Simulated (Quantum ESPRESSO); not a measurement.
Runs of Quantum ESPRESSO 7.5 on SrCl2. The structure is cubic, space group Fm-3m (No. 225). Conventional cell: a = 6.977 Å, b = 6.977 Å, c = 6.977 Å, α = 90.00°, β = 90.00°, γ = 90.00°. Sr (site symmetry m-3m) has 8 Cl at 3.02 Å as nearest neighbours. Around Cl (site symmetry -43m) lie 4 Sr at 3.02 Å. 

```tsv
level	potentials or basis	form of the LDA correlation	pressure (GPa)
BLYP	PseudoDojo 0.4.1 SR PBE standard	-	(b)
LDA	PseudoDojo 0.4.1 SR LDA standard	PW92	-2.9
PBEsol	PseudoDojo 0.4.1 SR PBEsol standard	-	(a)
WC	PseudoDojo 0.4.1 SR PBE standard	-	-1.0
AM05	PseudoDojo 0.4.1 SR PBE standard	-	-0.1
```

Alike in all rows: task dielectric tensor; no spin polarisation; cell as given; k mesh 4 × 4 × 4, shifted; cutoff (eV) 925; smearing fermi-dirac 0.05 eV.

Fill in the values left out.

(a) -1.1; (b) 2.8.

Caveats: the potentials were made for another functional, which shifts forces and pressure (some runs).

Runs at the PBE level aren't shown here.
